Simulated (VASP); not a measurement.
## How a change of volume changes GaAs (F-43m)

Strain engineering needs slopes: what does a change of volume do to the lattice and the band edges of GaAs?

Calculated with VASP 6.6.1; LDA; plane waves and PAW (Ga_d, As), in the first sound run; inputs show where later runs differ.

## 1. Set-up

Symmetry: F-43m, No. 216, cubic system. The conventional cell has a = 5.653 Å, b = 5.653 Å, c = 5.653 Å, α = 90.00°, β = 90.00°, γ = 90.00°. Ga has 4 As at 2.45 Å nearest. Nearest to As lie 4 Ga at 2.45 Å. Farther neighbours are not listed.

Coordinates:

```cif
data_structure
_symmetry_space_group_name_H-M 'P 1'
_symmetry_Int_Tables_number 1
_cell_length_a 3.9973
_cell_length_b 3.9973
_cell_length_c 3.9973
_cell_angle_alpha 60.000
_cell_angle_beta 60.000
_cell_angle_gamma 60.000
_cell_volume 45.16
loop_
_atom_site_label
_atom_site_type_symbol
_atom_site_fract_x
_atom_site_fract_y
_atom_site_fract_z
_atom_site_occupancy
Ga1 Ga 0.00000 0.00000 0.00000 1
As2 As 0.25000 0.25000 0.25000 1
```

## 2. Relax the crystal, LDA

The series starts from the cell that this level prefers, so that zero strain is near zero stress.

This step took 2 runs in a row; the last is shown.

Level: LDA; plane waves and PAW (Ga_d, As).

File INCAR:

```
SYSTEM = GaAs
PREC = Accurate
ENCUT = 450
EDIFF = 1E-07
NELM = 120
ISMEAR = 0
SIGMA = 0.02
LREAL = .FALSE.
ALGO = Normal
GGA = CA
NBANDS = 15
LORBIT = 11
LWAVE = .FALSE.
LCHARG = .FALSE.
KPAR = 16
IBRION = 2
NSW = 40
ISIF = 3
EDIFFG = -0.005
POTIM = 0.4
```

File POSCAR:

```
GaAs
1.0
    0.0000000000      2.8045104135      2.8045104135
    2.8045104135      0.0000000000      2.8045104135
    2.8045104135      2.8045104135      0.0000000000
Ga As
1 1
Direct
    0.0000000000      0.0000000000      0.0000000000
    0.2500000000      0.2500000000      0.2500000000
```

File KPOINTS:

```
Automatic mesh
0
Gamma
9 9 9
0 0 0
```

PAW data sets: Ga_d and As (LDA family, release 64).

The run is started by

```console
$ mpirun -np 16 vasp_std
```

The program printed:

```text
[banner, memory and clock lines left out]
running   16 mpi-ranks, on    1 nodes
[...]
|                                                                             |
|           W    W    AA    RRRRR   N    N  II  N    N   GGGG   !!!           |
|           W    W   A  A   R    R  NN   N  II  NN   N  G    G  !!!           |
|           W    W  A    A  R    R  N N  N  II  N N  N  G       !!!           |
|           W WW W  AAAAAA  RRRRR   N  N N  II  N  N N  G  GGG   !            |
|           WW  WW  A    A  R   R   N   NN  II  N   NN  G    G                |
|           W    W  A    A  R    R  N    N  II  N    N   GGGG   !!!           |
|                                                                             |
|     For optimal performance we recommend to set                             |
|       NCORE = 2 up to number-of-cores-per-socket                            |
|     NCORE specifies how many cores store one orbital (NPAR=cpu/NCORE).      |
|     This setting can greatly improve the performance of VASP for DFT.       |
[...]
|     Unfortunately you need to use the default for GW and RPA                |
|     calculations (for HF NCORE is supported but not extensively tested      |
|     yet).                                                                   |
|                                                                             |

 LDA part: xc-table for (Slater(with rela. corr.)+CA(PZ))
 , standard interpolation
 POSCAR, INCAR and KPOINTS ok, starting setup
[...]
entering main loop
       N       E                     dE             d eps       ncg     rms          rms(c)
DAV:   1     0.761070724722E+02    0.76107E+02   -0.84383E+03  1082   0.154E+03
DAV:   2    -0.376930621025E+01   -0.79876E+02   -0.76840E+02  1190   0.295E+02
DAV:   3    -0.977836291825E+01   -0.60091E+01   -0.59869E+01  1260   0.662E+01
DAV:   4    -0.987247978688E+01   -0.94117E-01   -0.94097E-01  1279   0.920E+00
[...]
DAV:  11    -0.963942028536E+01   -0.48185E-05   -0.65580E-06  1218   0.396E-02    0.241E-03
DAV:  12    -0.963942017737E+01    0.10799E-06   -0.45001E-07  1295   0.954E-03    0.191E-03
DAV:  13    -0.963942017815E+01   -0.78398E-09   -0.67320E-08   875   0.215E-03
   1 F= -.96394202E+01 E0= -.96394202E+01  d E =-.963942E+01
[...]
reached required accuracy - stopping structural energy minimisation
```

It took 3.2 s on 16 MPI ranks of AMD EPYC 7R43, shared host; peak memory 2.1 GiB; 42 s of CPU time.

Lines that name or quote the potential files are left out of all logs, and their timing lines are given in words.

From OUTCAR (step 2):

```text
  Total       -0.0019192     -0.0019192     -0.0019192      0.0000000      0.0000000      0.0000000
  in kB       -0.0697011     -0.0697011     -0.0697011      0.0000000      0.0000000      0.0000000
  external PRESSURE =      -0.0697011 kB  Pullay stress =       0.0000000 kB

 POSITION                                       TOTAL-FORCE (eV/Angst)
 -----------------------------------------------------------------------------------
      0.00000      0.00000      0.00000         0.000000      0.000000      0.000000
      1.40226      1.40226      1.40226        -0.000000     -0.000000     -0.000000
 -----------------------------------------------------------------------------------
    total drift:                                0.000001      0.000001      0.000001

  FREE ENERGIE OF THE ION-ELECTRON SYSTEM (eV)
  ---------------------------------------------------
  free  energy   TOTEN  =        -9.6394201782 eV

  energy  without entropy=       -9.6394201782  energy(sigma->0) =       -9.63942018

 reached required accuracy - stopping structural energy minimisation

[... 3 further parts left out ...]
[key lines of the parts left out:]
E-fermi :   4.1426
```

Numbers from this step:

- energy(sigma→0) of the program: -9.6394 eV
- stress, compression positive: xx, yy, zz -0.01, -0.01, -0.01 GPa
- volume: 44.117 Å³
- ionic steps: 1

## 3. Relax at fixed volume, LDA

One member in full: the volume is scaled by 0.97, and the cell is held.

Level: LDA; plane waves and PAW (Ga_d, As).

INCAR: that of step 2 with these lines changed.

```diff
@@ -14,7 +14,8 @@
 LCHARG = .FALSE.
-KPAR = 16
+KPAR = 4
 IBRION = 2
 NSW = 40
-ISIF = 3
-EDIFFG = -0.005
+ISIF = 2
+EDIFFG = -0.004
 POTIM = 0.4
+MAXMIX = 40
```

File POSCAR:

```
GaAs
1.0
    0.0000000000      2.7761800886      2.7761800886
    2.7761800886      0.0000000000      2.7761800886
    2.7761800886      2.7761800886      0.0000000000
Ga As
1 1
Direct
    0.0000000000      0.0000000000      0.0000000000
    0.2500000000      0.2500000000      0.2500000000
```

KPOINTS is that of step 2.

The run is started by

```console
$ mpirun -np 4 vasp_std
```

The program printed:

```text
[banner, memory and clock lines left out]
running    4 mpi-ranks, on    1 nodes
[...]
LDA part: xc-table for (Slater(with rela. corr.)+CA(PZ))
 , standard interpolation
 POSCAR, INCAR and KPOINTS ok, starting setup
[...]
entering main loop
       N       E                     dE             d eps       ncg     rms          rms(c)
DAV:   1     0.777818416449E+02    0.77782E+02   -0.85279E+03  1058   0.157E+03
DAV:   2    -0.368575398846E+01   -0.81468E+02   -0.78033E+02  1176   0.299E+02
DAV:   3    -0.978436986052E+01   -0.60986E+01   -0.60790E+01  1253   0.672E+01
DAV:   4    -0.987358838267E+01   -0.89219E-01   -0.89207E-01  1312   0.905E+00
[...]
DAV:  11    -0.962896577980E+01   -0.46594E-05   -0.67550E-06  1218   0.397E-02    0.275E-03
DAV:  12    -0.962896566772E+01    0.11209E-06   -0.46921E-07  1309   0.992E-03    0.209E-03
DAV:  13    -0.962896566770E+01    0.14552E-10   -0.64286E-08   854   0.223E-03
   1 F= -.96289657E+01 E0= -.96289657E+01  d E =-.962897E+01
[...]
reached required accuracy - stopping structural energy minimisation
```

Wall time 6 s (4 MPI ranks); peak memory 0.48 GiB; 21 s of CPU time.

From OUTCAR (step 3):

```text
  Total        0.6495692      0.6495692      0.6495692      0.0000000      0.0000000      0.0000000
  in kB       24.3199723     24.3199723     24.3199723      0.0000000      0.0000000      0.0000000
  external PRESSURE =      24.3199723 kB  Pullay stress =       0.0000000 kB

 POSITION                                       TOTAL-FORCE (eV/Angst)
 -----------------------------------------------------------------------------------
      0.00000      0.00000      0.00000         0.000000      0.000000      0.000000
      1.38809      1.38809      1.38809        -0.000000     -0.000000     -0.000000
 -----------------------------------------------------------------------------------
    total drift:                                0.000001      0.000001      0.000001

  FREE ENERGIE OF THE ION-ELECTRON SYSTEM (eV)
  ---------------------------------------------------
  free  energy   TOTEN  =        -9.6289656677 eV

  energy  without entropy=       -9.6289656677  energy(sigma->0) =       -9.62896567

[... 2 parts as in an earlier step ...]

[... 2 further parts left out ...]
[key lines of the parts left out:]
E-fermi :   4.4720
```

This run gave:

| Item | Value |
| --- | --- |
| energy(sigma→0) of the program | -9.6290 eV |
| stress, compression positive | xx, yy, zz 2.43, 2.43, 2.43 GPa |
| ionic steps | 1 |

## 4. Band edges, TB-mBJ with spin-orbit coupling

Short lines in KPOINTS_OPT sample the zone centre, for masses, and the other valleys.

Level: TB-mBJ, spin-orbit coupling; plane waves and PAW (Ga_d, As).

TB-mBJ has no energy functional, so the total energy, stress and pressure in this output mean nothing.

File INCAR:

```
SYSTEM = GaAs
PREC = Accurate
ENCUT = 450
EDIFF = 1E-06
NELM = 150
ISMEAR = 0
SIGMA = 0.02
LREAL = .FALSE.
ALGO = Normal
METAGGA = MBJ
LASPH = .TRUE.
LNONCOLLINEAR = .TRUE.
MAGMOM = 0 0 0 0 0 0
NBANDS = 28
GGA_COMPAT = .FALSE.
LSORBIT = .TRUE.
LWAVE = .FALSE.
LCHARG = .FALSE.
KPAR = 4
```

POSCAR is that of step 3.

File KPOINTS:

```
Automatic mesh
0
Gamma
7 7 7
0 0 0
```

File KPOINTS_OPT:

```
Line mode
6
Line-mode
Reciprocal
  0.00000000   0.00000000   0.00000000
  0.02209214   0.02209214   0.00000000

  0.00000000   0.00000000   0.00000000
  0.00000000  -0.02209214  -0.02209214

  0.31000000   0.31000000   0.00000000
  0.50000000   0.50000000   0.00000000

  0.00000000   0.31000000   0.31000000
  0.00000000   0.50000000   0.50000000

  0.45000000   0.45000000   0.45000000
  0.50000000   0.50000000   0.50000000

  0.45000000   0.00000000   0.00000000
  0.50000000   0.00000000   0.00000000

  0.42500000   0.42500000   0.00000000
  0.42500000   0.44709214   0.02209214

  0.50000000   0.50000000   0.50000000
  0.48437850   0.51562150   0.50000000
```

The run is started by

```console
$ mpirun -np 4 vasp_ncl
```

The program printed:

```text
[banner, memory and clock lines left out]
running    4 mpi-ranks, on    1 nodes
[...]
|                                                                             |
|               ----> ADVICE to this user running VASP <----                  |
|                                                                             |
|     You enforced a specific xc type in the INCAR file but a different       |
|     [... a line on the potential file left out ...]
|     I HOPE YOU KNOW WHAT YOU ARE DOING!                                     |
|                                                                             |

 LDA part: xc-table for (None), standard interpolation
 POSCAR, INCAR and KPOINTS ok, starting setup
[...]
entering main loop
       N       E                     dE             d eps       ncg     rms          rms(c)
DAV:   1     0.760954174908E+02    0.76095E+02   -0.77543E+03  1804   0.167E+03
DAV:   2    -0.342546819799E+02   -0.11035E+03   -0.10499E+03  1776   0.395E+02
DAV:   3    -0.477971064574E+02   -0.13542E+02   -0.13361E+02  2016   0.109E+02
DAV:   4    -0.482018460419E+02   -0.40474E+00   -0.40371E+00  1984   0.199E+01
[...]
DAV:  34    -0.463972788330E+02    0.36482E-05   -0.36354E-11   884   0.676E-05    0.920E-06
DAV:  35    -0.463972798806E+02   -0.10476E-05   -0.17258E-11   884   0.469E-05    0.375E-06
DAV:  36    -0.463972791320E+02    0.74865E-06   -0.72768E-12   880   0.334E-05
   1 F= -.46397279E+02 E0= -.46397279E+02  d E =-.174405E-18  mag=    -0.0000    -0.0000    -0.0000
 Start KPOINTS_OPT (optional k-point list driver)
k-point batch [1-30\48]
       N       E                     dE             ncg
DAV:   1     0.792891546061E+03   -0.82086E+04     1744
DAV:   2    -0.261762122615E+04   -0.34105E+04     1768
DAV:   3    -0.307619496275E+04   -0.45857E+03     2072
DAV:   4    -0.309122494338E+04   -0.15030E+02     1996
DAV:   5    -0.309151982899E+04   -0.29489E+00     2040
DAV:   6    -0.309153119518E+04   -0.11366E-01     2372
DAV:   7    -0.309153150541E+04   -0.31023E-03     2156
DAV:   8    -0.309153151005E+04   -0.46393E-05     1600
DAV:   9    -0.309153151024E+04   -0.18684E-06     1320
k-point batch [31-48\48]
       N       E                     dE             ncg
DAV:   1     0.625065384560E+04   -0.87120E+04     1088
DAV:   2     0.423266579860E+04   -0.20180E+04     1072
DAV:   3     0.398216085976E+04   -0.25050E+03     1200
DAV:   4     0.397526620545E+04   -0.68947E+01     1200
DAV:   5     0.397513188720E+04   -0.13432E+00     1236
DAV:   6     0.397512485328E+04   -0.70339E-02     1520
DAV:   7     0.397512480909E+04   -0.44184E-04     1232
DAV:   8     0.397512480867E+04   -0.41716E-06      888
```

Elapsed: 2.2 min, on 4 MPI ranks; peak memory 1.2 GiB.

OUTCAR, selected parts (step 4):

```text
  LATTYP: Found a face centered cubic cell.
 ALAT       =     5.5523601772

 Subroutine GETGRP returns: Found 24 space group operations
 (whereof 24 operations were pure point group operations)

The static configuration has the point symmetry T_d .

 Found     30 irreducible k-points:

   k-points           NKPTS =     30   k-points in BZ     NKDIM =     30   number of bands    NBANDS=     28

   dimension x,y,z NGX =    28 NGY =   28 NGZ =   28
   dimension x,y,z NGXF=    56 NGYF=   56 NGZF=   56

   ENCUT  =  450.0 eV  33.07 Ry    5.75 a.u.   6.79  6.79  6.79*2*pi/ulx,y,z

   NELECT =      18.0000    total number of electrons

 E-fermi :   4.8739

 k-point     1 :       0.0000    0.0000    0.0000
  band No.  band energies     occupation
    ...
     14       4.4351      1.00000
     15       4.7580      1.00000
     16       4.7580      1.00000
     17       4.7580      1.00000
     18       4.7580      1.00000
     19       6.6743      0.00000
     20       6.6743      0.00000
     21       8.7511      0.00000
     22       8.7511      0.00000
     23       8.9305      0.00000
    ...

 k-point     2 :       0.1429    0.0000    0.0000
  band No.  band energies     occupation
    ...
     14       2.6611      1.00000
     15       4.2581      1.00000
     16       4.2581      1.00000
     17       4.4610      1.00000
     18       4.4643      1.00000
     19       7.3617      0.00000
     20       7.3617      0.00000
     21       9.2534      0.00000
     22       9.2534      0.00000
     23       9.3751      0.00000
    ...

  Total      -86.0902597    -86.0902597    -86.0902597      0.0000000     -0.0000000     -0.0000000
  in kB    -3223.2329921  -3223.2329921  -3223.2329921      0.0000000     -0.0000000     -0.0000000
  external PRESSURE =   -3223.2329921 kB  Pullay stress =       0.0000000 kB

 POSITION                                       TOTAL-FORCE (eV/Angst)
 -----------------------------------------------------------------------------------
      0.00000      0.00000      0.00000         0.000000      0.000000      0.000000
      1.38809      1.38809      1.38809        -0.000000     -0.000000     -0.000000
 -----------------------------------------------------------------------------------
    total drift:                                0.000003      0.000003      0.000003

  FREE ENERGIE OF THE ION-ELECTRON SYSTEM (eV)
  ---------------------------------------------------
  free  energy   TOTEN  =       -46.3972791320 eV

  energy  without entropy=      -46.3972791320  energy(sigma->0) =      -46.39727913

 Spin-Orbit-Coupling matrix elements
 Ion:    1  E_soc:     -0.0115836
 Ion:    2  E_soc:     -0.0224020

[... 1 part as in an earlier step ...]

[... 7 further parts left out ...]
```

## 5. Band edges, r2SCAN

Short lines in KPOINTS_OPT sample the zone centre, for masses, and the other valleys.

Level: r2SCAN; plane waves and PAW (Ga_d, As).

File INCAR:

```
SYSTEM = GaAs
PREC = Accurate
ENCUT = 450
EDIFF = 1E-06
NELM = 100
ISMEAR = 0
SIGMA = 0.02
LREAL = .FALSE.
ALGO = Normal
METAGGA = R2SCAN
LASPH = .TRUE.
NBANDS = 14
LWAVE = .FALSE.
LCHARG = .FALSE.
KPAR = 4
```

POSCAR is that of step 4.

KPOINTS is that of step 4.

KPOINTS_OPT is that of step 4.

The run is started by

```console
$ mpirun -np 4 vasp_std
```

The program printed:

```text
[banner, memory and clock lines left out]
running    4 mpi-ranks, on    1 nodes
[...]
[... a notice as in an earlier step ...]

 LDA part: xc-table for (None), standard interpolation
 POSCAR, INCAR and KPOINTS ok, starting setup
[...]
entering main loop
       N       E                     dE             d eps       ncg     rms          rms(c)
DAV:   1    -0.202670549783E+03   -0.20267E+03   -0.89377E+03   568   0.175E+03
DAV:   2    -0.287706576779E+03   -0.85036E+02   -0.81862E+02   602   0.321E+02
DAV:   3    -0.294111105833E+03   -0.64045E+01   -0.63761E+01   710   0.732E+01
DAV:   4    -0.294209815412E+03   -0.98710E-01   -0.98686E-01   612   0.102E+01
[...]
DAV:  12    -0.292179907438E+03    0.19369E-05   -0.44046E-06   716   0.472E-02    0.137E-03
DAV:  13    -0.292179909722E+03   -0.22839E-05   -0.19683E-07   316   0.603E-03    0.694E-04
DAV:  14    -0.292179910453E+03   -0.73120E-06   -0.92277E-08   298   0.657E-03
   1 F= -.29217991E+03 E0= -.29217991E+03  d E =-.292113E-17
 Start KPOINTS_OPT (optional k-point list driver)
k-point batch [1-20\48]
       N       E                     dE             ncg
DAV:   1    -0.359018562765E+03   -0.46252E+04      560
DAV:   2    -0.205564677190E+04   -0.16966E+04      590
DAV:   3    -0.219850338284E+04   -0.14286E+03      662
DAV:   4    -0.220080681925E+04   -0.23034E+01      656
DAV:   5    -0.220083610127E+04   -0.29282E-01      644
DAV:   6    -0.220083701882E+04   -0.91755E-03      746
DAV:   7    -0.220083703477E+04   -0.15954E-04      612
DAV:   8    -0.220083703552E+04   -0.74847E-06      522
[...]
k-point batch [41-48\48]
       N       E                     dE             ncg
DAV:   1     0.632011010125E+04   -0.46648E+04      224
DAV:   2     0.562793759338E+04   -0.69217E+03      248
DAV:   3     0.558004076411E+04   -0.47897E+02      290
DAV:   4     0.557936814935E+04   -0.67261E+00      272
DAV:   5     0.557935711165E+04   -0.11038E-01      304
DAV:   6     0.557935673499E+04   -0.37666E-03      346
DAV:   7     0.557935673426E+04   -0.73259E-06      268
```

It took 30 s on 4 MPI ranks; peak memory 0.56 GiB; 1.9 min of CPU time.

From OUTCAR (step 5):

```text
  Total        1.3460629      1.3460629      1.3460629      0.0000000     -0.0000000      0.0000000
  in kB       50.3968098     50.3968098     50.3968098      0.0000000     -0.0000000      0.0000000
  external PRESSURE =      50.3968098 kB  Pullay stress =       0.0000000 kB

 POSITION                                       TOTAL-FORCE (eV/Angst)
 -----------------------------------------------------------------------------------
      0.00000      0.00000      0.00000        -0.000000     -0.000000     -0.000000
      1.38809      1.38809      1.38809         0.000000      0.000000      0.000000
 -----------------------------------------------------------------------------------
    total drift:                               -0.000005     -0.000005     -0.000005

  FREE ENERGIE OF THE ION-ELECTRON SYSTEM (eV)
  ---------------------------------------------------
  free  energy   TOTEN  =      -292.1799104532 eV

  energy  without entropy=     -292.1799104532  energy(sigma->0) =     -292.17991045

[... 1 part as in an earlier step ...]

[... 2 further parts left out ...]
[key lines of the parts left out:]
E-fermi :   4.4885
```

This run gave:

| Quantity | Value |
| --- | --- |
| energy(sigma→0) of the program | -292.1799 eV |
| stress, compression positive | xx, yy, zz 5.04, 5.04, 5.04 GPa |

The run ends at a pressure of 5.04 GPa.

(Part 1 of 2 ends here.)

[Lines on the potential files, build, host, timing and source positions are cut from VASP's logs without a mark.]

[Logs are printed without paths, hosts, clocks, repeated set-up lines and the standing remarks that a program may print on its own settings, such as how far it seeks lower states.]

[Hosts, paths, dates, database ids (printed as entryN), source tags and the programs' standing remarks are cut or masked in the printed files.]

[In band tables of VASP the shares of atoms and orbitals are scaled to a sum of 1 inside the atoms' spheres.]
